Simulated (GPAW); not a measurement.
A run of GPAW 26.7.0 is set up as follows.

File run.py:

```python
from ase import Atoms
from ase.filters import FrechetCellFilter
from ase.io import write
from ase.optimize import LBFGS
from gpaw import GPAW, PW

atoms = Atoms(['Cu'],
              cell=[[0.0, 1.8075, 1.8075],
                    [1.8075, 0.0, 1.8075],
                    [1.8075, 1.8075, 0.0]],
              scaled_positions=[[0.0, 0.0, 0.0]],
              pbc=True)

calc = GPAW(mode=PW(600),
            xc='RPBE',
            kpts={'size': (13, 13, 13), 'gamma': True},
            occupations={'name': 'fermi-dirac', 'width': 0.05},
            nbands=14,
            convergence={'density': 1e-05, 'forces': 0.0001},
            maxiter=150,
            txt='gpaw.txt')
atoms.calc = calc
opt = LBFGS(FrechetCellFilter(atoms), trajectory='relax.traj', logfile='-')
done = opt.run(fmax=0.02, steps=60)
calc.write('gs.gpw')
write('result.traj', atoms)
print('Converged:', done)
print('Cell:', atoms.cell.cellpar().round(4))
print('Volume:', round(atoms.get_volume(), 4))
print(atoms.get_scaled_positions().round(5))
```

Potentials or basis: the program's PAW data sets (release 1.2.1) made for this functional, pw.

Command:

```sh
$ OMP_NUM_THREADS=1 python run.py
```

(1) What does it give for the band gap on the k mesh?

(2) What does it give for the relaxed volume?

(3) Estimate the space group after relaxing (to 0.05 Å).

(4) Predict the relaxed cell.

Results:

(1) none (metal or under the smearing width).

(2) 12.53 Å³/atom.

(3) Fm-3m (No. 225).

(4) a = 2.607 Å, b = 2.607 Å, c = 2.607 Å, α = 60.00°, β = 60.00°, γ = 60.00°.

Caveat: with this Cu data set, volumes or pressures lay over 1.5 % or 2 GPa off other programs in two to four cells of ten; later steps reuse the first step's grids.
